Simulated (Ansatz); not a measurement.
# Phases of Si₂Ni at 120 GPa

Structure types of Si₂Ni are relaxed in primitive cells with their symmetry kept at 120 GPa, first on PAW files, then by LAPW. The enthalpy is E + pV at zero temperature, without zero-point motion. Only the types listed were tried, and differences under about 5 meV/atom are mesh noise. The real phase may be another.

Level of theory: DFT with PBE, scalar-relativistic, in Ansatz 0.2.0; Fermi–Dirac smearing of 0.1 eV, no spin polarisation. LAPW: all electrons, basis error target 0.5 meV/atom; PAW: frozen-core files, cutoff 420 eV.

k meshes: fluorite 11×11×11, MoSi2 17×17×17.

Spin polarisation is left out, though a magnetic state may lie lower.

**Question.** Order the types by LAPW enthalpy, lowest first.
A. MoSi2
B. fluorite

**Answer.** A (0 meV/atom), B (86 meV/atom).

```
start type          ends as          a, b, c (Å)  V (Å³/atom)  H − H(lowest), LAPW (meV/atom)  same, PAW
  fluorite  fluorite, Fm-3m  4.828, 4.828, 4.828         9.38                            85.6       86.5
     MoSi2    MoSi2, I4/mmm  2.828, 2.828, 6.583         8.78                             0.0        0.0
```

**Question.** Split the lead of MoSi2 over fluorite into energy and pV.

**Answer.** For fluorite less MoSi2: ΔE = -365.3 meV/atom, and p·ΔV = 120 GPa × +0.6019 Å³ × 6.242 meV/(GPa·Å³) = +450.8 meV/atom, together 85.5 meV/atom. MoSi2 wins by its smaller volume, against the internal energy.
